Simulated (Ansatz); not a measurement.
Runs of Ansatz 0.2.0 on GaN. The structure is cubic, space group F-43m (No. 216). The conventional cell has a = 4.507 Å, b = 4.507 Å, c = 4.507 Å, α = 90.00°, β = 90.00°, γ = 90.00°. Around Ga (site symmetry -43m) lie 4 N at 1.95 Å. N (site symmetry -43m) has 4 Ga at 1.95 Å as nearest neighbours. The cell is a database's computed one.

```tsv
level	gap on the mesh (eV)	pressure (GPa)	relaxed volume (Å³/atom)
RPBE	1.46	0.0	12.03
PBE	1.56	0.0	11.76
LDA	1.96	0.0	11.07
BLYP	(c)	0.0	12.17
PBEsol	1.72	0.0	11.37
revPBE	(b)	0.0	(a)
```

Alike in all rows: task relaxation of cell and atoms; potentials or basis all-electron LAPW, scalar-relativistic; no spin polarisation; cell relaxed; k mesh 10 × 10 × 10; smearing fermi-dirac 0.05 eV; basis error allowed 0.001 eV/atom.

Question: Fill in the values left out.

Answer: (a) 11.95; (b) 1.49; (c) 1.42.

A k mesh can miss the band edges, and the runs leave out spin-orbit coupling on Ga.
